Divide the work of cutting a crystal by the strongest pull it can resist, and the result is a length: the distance over which cohesion lets go. For this cut through Al₂Cu, 2396 mJ/m² divided by 17.37 GPa gives about 1.4 Å, roughly half a bond length. If that one length governed the whole process, two values would be enough to predict every row.

Rigid opening of Al2Cu (P4/mmm, a = 4.084, c = 2.846 Å) across a (100) plane, one cut in a 9-atom cell, atoms unrelaxed. Openings are counted from the relaxed crystal, and energies are per area of the cut. Ansatz 0.2.0 ran scalar-relativistic plane-wave PAW with PBEsol, no spin polarisation, a 420 eV cutoff, an 11×16×4 k mesh and 0.15 eV Gaussian smearing.

| opening (Å) | separation energy (mJ/m²) | traction (GPa (slope of the separation energy)) |
| --- | --- | --- |
| -0.3 | 487 | -36.59 |
| -0.15 | 108 | -15.13 |
| 0 | 0 | -0.27 |
| 0.25 | 188 | 13.31 |
| 0.5 | 586 | 17.37 |
| 0.75 | 1014 | 16.24 |
| 1 | 1384 | 13.23 |
| 1.5 | 1887 | 7.29 |
| 2 | 2152 | 3.71 |
| 3 | 2350 | 0.85 |
| 4.5 | 2393 | 0.05 |
| 6 | 2396 | 0.01 |

Two limits guide the choice of a formula for such a curve. Close to contact the planes behave like a spring, so the traction, the pull per area, grows in proportion to the opening d. Far apart, the electron densities of the two faces overlap only through their tails, which decay exponentially. The simplest traction that obeys both limits is k·d·exp(−d/l), with a stiffness k and a decay length l.

Adding up this traction from contact outwards gives the separation energy

E = W[1 − (1 + d/l)·exp(−d/l)],

where W = k·l² is the plateau. The traction peaks at d = l with the height W/(e·l), where e = 2.718. Turned round, l = W/(e × peak) = 2.396 J/m² / (2.718 × 17.37 GPa) = 0.507 Å. The plateau comes from the row at 6 Å and the peak from the row at 0.5 Å, so these two values are put in and are not tests; the true peak may lie slightly above the sampled one.

On the opened side the formula follows the calculation closely. Its largest miss there is 34 mJ/m², or 1.4 % of the plateau, and no row stands out from its neighbours. Such smoothness is expected here: the atoms are held rigid, so none can jump to a new place and put a step in the curve.

The pattern breaks where the crystal is squeezed. At −0.3 Å the ratio d/l is −0.59 and the formula gives 0.26 of the plateau, or 627 mJ/m² before rounding. The calculation gives only 487 mJ/m², so the estimate is 29 % too high. That miss is 5.8 % of the plateau, about four times the largest one on the opened side. At −0.15 Å the miss is only 20 mJ/m², though this is 18 % of the small energy there. A longer l of about 0.56 Å would repair the row at −0.3 Å, but it would lower the peak to about 16 GPa.

A plausible cause is that the gap between planes is not the length of a bond. The shortest contacts across this cut do not stand upright: the Al–Cu contacts lean 35° from the normal and the Al–Al contacts 45°. When the planes are pressed together, the contacts lean further and each step of the gap shortens them less. When the planes are drawn apart, the contacts turn towards the normal and each step stretches them more. A length l taken from the opened crystal therefore makes the squeezed crystal look too stiff.

This idea can be tried without a new adjustable constant. The same formula is used with the stretch of a contact in place of the gap, and l is multiplied by the cosine of the contact's lean at the peak. At −0.3 Å the miss of 140 mJ/m² then shrinks to 20 mJ/m² too high for Al–Cu and 36 mJ/m² too low for Al–Al. The calculated energy lies between the two, as expected if both kinds of contact share the load. The forces in this row point to an uneven split: on the mixed face the copper atom takes about four fifths of the push and the aluminium atom the rest. Most of the load thus seems to run through the Al–Cu contacts.

The same reasoning accounts for a weaker sign of the break on the opened side. At 0.25 Å the gap formula is still 23 mJ/m² too high, or 12 % of the energy of that row, which fits the idea, since there too the contacts lean more than they do at the peak. Measured along the contacts, the miss falls to 8 mJ/m² or less. The departure thus appears on both sides of contact, as a gradual change of geometry would make it.

At wide openings the advantage reverses. At 2 Å the gap formula misses by 14 mJ/m², while the slanted contacts miss by 34 and 49 mJ/m². Theory offers a reason: far from a surface the density tail loses the pattern of the atoms beneath it, so the faces meet as smooth sheets and the gap becomes the natural distance. PBEsol also lacks long-range dispersion, so the real attraction should fade more slowly than in these last rows.

Two compressed rows cannot prove the explanation. A repulsion that is softer than the exponential form assumes would bend the curve the same way. A cut crossed mainly by upright contacts would help to separate the two, since the effect of the lean should be weak there, while that of a soft repulsion would remain.

For practical use, the plateau is the cost of both new faces together. One exposes aluminium and copper, the other aluminium alone, so half of it, 1198 mJ/m², is an average and need not match either. The atoms were held rigid, and letting them relax would lower the cost. The peak is likewise the strength of a perfect crystal parting everywhere at once, not a fracture strength, and this P4/mmm cell differs from the usual Al₂Cu precipitates of aluminium alloys, which are tetragonal too but arrange their atoms differently. The printed analysis below lists the estimates for every row.

The analysis program printed:

```
Estimates and misses (estimate less calculated) in mJ/m2, stretches in angstrom:
    row  by gap  gap miss  by Al-Cu  Al-Cu miss  by Al-Al  Al-Al miss  Al-Cu stretch  Al-Al stretch
   -0.3   626.9     139.9     507.1       20.13     451.1      -35.86        -0.2396        -0.2037
  -0.15   127.8     19.78     108.6      0.5639     98.93      -9.065        -0.1215         -0.104
    0.0       0         0         0           0         0           0              0              0
   0.25   210.8     22.82     195.9       7.926     187.5     -0.5222         0.2089         0.1819
    0.5   620.2     34.18     596.3       10.29     582.3      -3.719         0.4243         0.3728
   0.75    1042     27.73      1024       10.11      1014     0.05646         0.6448         0.5712
    1.0    1404     20.03      1399       15.39      1398          14         0.8695          0.776
    1.5    1903     15.85      1919       31.73      1931       44.18          1.328          1.201
    2.0    2166     14.04      2186       34.31      2201       49.04          1.796          1.641
    3.0    2351      1.17      2361       11.31      2368        17.8           2.75          2.552
    4.5    2393     -0.33      2394       1.115      2395       1.829          4.206          3.965
    6.0    2396   -0.2252      2396    -0.08937      2396    -0.04053          5.678          5.409
Length l from plateau and highest sampled traction, angstrom: 0.5074
Half the plateau, average of two unlike faces, mJ/m2: 1198
Share of plateau reached at 1 angstrom, percent: 57.76
Tilt of cut Al-Cu contact from the normal, degrees: 34.86
Tilt of cut Al-Al contact from the normal, degrees: 45
Gap estimate too high at -0.3 angstrom, percent of calculated: 28.72
Gap estimate too high at -0.15 angstrom, percent of calculated: 18.32
Largest gap miss on opened rows, mJ/m2: 34.18
Largest gap miss on opened rows, percent of plateau: 1.427
Residual-stress part of the energy at -0.3 angstrom, mJ/m2: 8.1
Energy ratio of -0.3 to -0.15 angstrom, calculated: 4.509
Same ratio with residual stress taken out: 4.607
Same ratio from the gap estimate: 4.906
Same ratio from the Al-Cu estimate: 4.671
Same ratio from the Al-Al estimate: 4.56
```
